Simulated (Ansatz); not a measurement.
## CO₂ — field gradients at the nuclei

The cell is a computed structure from the Materials Project (it need not be an observed phase), its atoms then relaxed with PBE in this cell.

Space group P4_2/mnm (No. 136); a = 4.2272, c = 4.6878 Å.

```csv
site,Wyckoff,site symmetry,x,y,z
C,2a,m.mm,0.5000,0.5000,0.5000
O,4f,m.2m,0.3046,0.6954,0.5000
```

One atom of each set is listed.

All values are calculated (Ansatz; DFT, PBE, plane waves and PAW, scalar-relativistic, 420 eV cutoff, Γ-centred 8×8×7 k-points, Fermi–Dirac smearing 0.01 eV), not measured.

Conventions: |V_zz| ≥ |V_yy| ≥ |V_xx|, η = (V_xx − V_yy)/V_zz, C_Q = eQV_zz/h.

O-17: I = 5/2, Q = -25.58 mb. Q values from Pyykkö, Mol. Phys. 116, 1328 (2018).

| site | atoms | first shell | V_zz (10²¹ V/m²) | η | C_Q (MHz) |
| --- | --- | --- | --- | --- | --- |
| C | 2 | 2 O at 1.17 Å, angle 180° | -2.90 | 0.05 | – |
| O | 4 | 1 C at 1.17 Å | 7.23 | 0.05 | -4.47 |

At C V_zz points along the line of its two bonds (within 1°). At O V_zz points along its bond to C (within 1°).

C has no stable isotope with a ground-state quadrupole moment in the table, so no C_Q is given.
